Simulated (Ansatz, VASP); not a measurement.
One calculation of InSb, two programs

Contents of POSCAR:

```
InSb
1.0
    0.0000000000      3.0735130000      3.0735130000
    3.0735130000      0.0000000000      3.0735130000
    3.0735130000      3.0735130000      0.0000000000
In Sb
1 1
Direct
    0.0000000000      0.0000000000      0.0000000000
    0.5000000000      0.5000000000      0.5000000000
```

The input INCAR.step1:

```
SYSTEM = InSb
  PREC = Accurate
  ENCUT = 520
  ISMEAR = 0
  SIGMA = 0.15
  LREAL = .False.
  LASPH = .True.
  NELM = 60
  NBANDS = 16
  GGA = PE
  ALGO = Normal
  EDIFF = 1E-4
  LWAVE = .True.
  LCHARG = .False.
```

INCAR.step2

```
SYSTEM = InSb
  PREC = Accurate
  ENCUT = 520
  EDIFF = 1E-6
  ISMEAR = 0
  SIGMA = 0.15
  LREAL = .False.
  LASPH = .True.
  NELM = 60
  ALGO = Normal
  ISIF = 2
  LWAVE = .False.
  LCHARG = .False.
  METAGGA = R2SCAN
  LMIXTAU = .True.
  NBANDS = 16
  ISTART = 1
```

Contents of KPOINTS:

```
Automatic mesh
0
Gamma
  6 6 6
  0 0 0
```

Input for Ansatz:

```yaml
crystal:
  lattice:
    - [0.0, 3.073513, 3.073513]
    - [3.073513, 0.0, 3.073513]
    - [3.073513, 3.073513, 0.0]
  atoms:
    - { symbol: In, position: [0.0, 0.0, 0.0] }
    - { symbol: Sb, position: [0.5, 0.5, 0.5] }
basis:
  ecutwfc: 500
kpoints:
  mp_grid: { grid: [6, 6, 6] }
hamiltonian:
  xc: r2scan
scf:
  occupations: { method: gaussian, width: 0.15 }
output:
  forces: true
  stress: true
  eigenvalues: true
```

Measurements of this composition are mostly on another form, of space group No. 216.

Alike in both runs: task single point; functional r2SCAN; k mesh 6 × 6 × 6; occupations gaussian, width 0.15 eV; no spin polarisation.

```csv
,VASP,Ansatz
version,VASP 6.6.1,Ansatz 0.2.0
potentials or method,"VASP PAW PBE potentials, release 64 (In_d, Sb)","scalar-relativistic, plane waves, PAW"
plane-wave cutoff (eV),520,500
valence electrons in the cell,18,28
```

```tsv
	VASP	Ansatz	Ansatz less VASP
gap on the k mesh at the Fermi level (eV)	none	none	-
pressure (GPa)	-1.4	-1.4	-0.03
```

A gap of «none» marks a metal or a gap that the smearing closes. The two sets of potentials don't hold the same shells in valence.

Caveats: the PAW data sets were made with another functional, which shifts forces and pressure a little (VASP). The runs have no spin-orbit coupling, so splittings on Sb are missing.
